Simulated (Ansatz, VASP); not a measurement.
## One calculation of K, two programs

```
K
1.0
     4.25485    0.00000    0.00000
     0.00000    4.25485    0.00000
     0.00000    0.00000    4.25485
K
1
Cartesian
  0.0000 0.0000 0.0000
```

Alike in both runs: functional PBEsol; k mesh 9 × 9 × 9; occupations fermi-dirac, width 0.1 eV; no spin polarisation.

Ansatz relaxed the structure, and its values are those at the end. VASP's run is a single point on that final structure, the one shown.

|  | VASP | Ansatz |
| --- | --- | --- |
| version | VASP 6.6.1 | Ansatz 0.2.0 |
| potentials or method | VASP PAW PBE potentials, release 64 (K_sv) | PAW with Ansatz's default frozen-core files, scalar-relativistic |
| plane-wave cutoff (eV) | 520 | 420 |
| valence electrons in the cell | 9 | 9 |

```csv
,VASP,Ansatz,Ansatz less VASP
pressure (GPa),0.0,0.0,+0.01
```

Caveats: the PAW data sets were made with another functional, which shifts forces and pressure a little (VASP).
